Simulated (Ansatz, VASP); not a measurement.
# Se: VASP beside Ansatz

```
CELL_PARAMETERS angstrom
4.36620 0.00000 0.00000
-2.18310 3.78124 0.00000
0.00000 0.00000 4.95360
ATOMIC_POSITIONS crystal
Se 0.77894 0.77804 0.00263
Se 0.00918 0.23606 0.65783
Se 0.22781 0.00178 0.32738
```

Change from the starting cell: atoms moved at random, drawn with an rms of 0.05 Å.

Alike in both runs: task single point; functional PBE; k mesh 7 × 7 × 6; occupations fermi-dirac, width 0.05 eV; no spin polarisation.

|  | VASP | Ansatz |
| --- | --- | --- |
| version | VASP 6.6.1 | Ansatz 0.2.0 |
| potentials or method | VASP PAW PBE potentials, release 64 (Se) | Ansatz PAW |
| plane-wave cutoff (eV) | 520 | 420 |
| valence electrons in the cell | 18 | 48 |

Ansatz gave:

| Item | Value |
| --- | --- |
| gap on the k mesh at the Fermi level (eV) | 0.92 |
| least direct gap on the mesh (eV) | 1.32 |
| pressure (GPa) | 2.6 |
| largest component of the traceless stress (GPa) | 1.33 |
| rms of the force components (eV/Å) | 0.309 |

Task: Which values does VASP return?

Result: gap on the k mesh at the Fermi level (eV): 0.92; least direct gap on the mesh (eV): 1.31; pressure (GPa): 2.7; largest component of the traceless stress (GPa): 1.36; rms of the force components (eV/Å): 0.324.

Atom by atom the forces differ by 0.019 eV/Å (rms over components). The two sets of potentials don't hold the same shells in valence.

Caveats: an odd mesh through Γ misses points on the zone boundary, where band edges often lie (VASP); odd divisions of the mesh miss points on the zone boundary, where band edges often lie, so the gap on the mesh can be too wide (Ansatz).
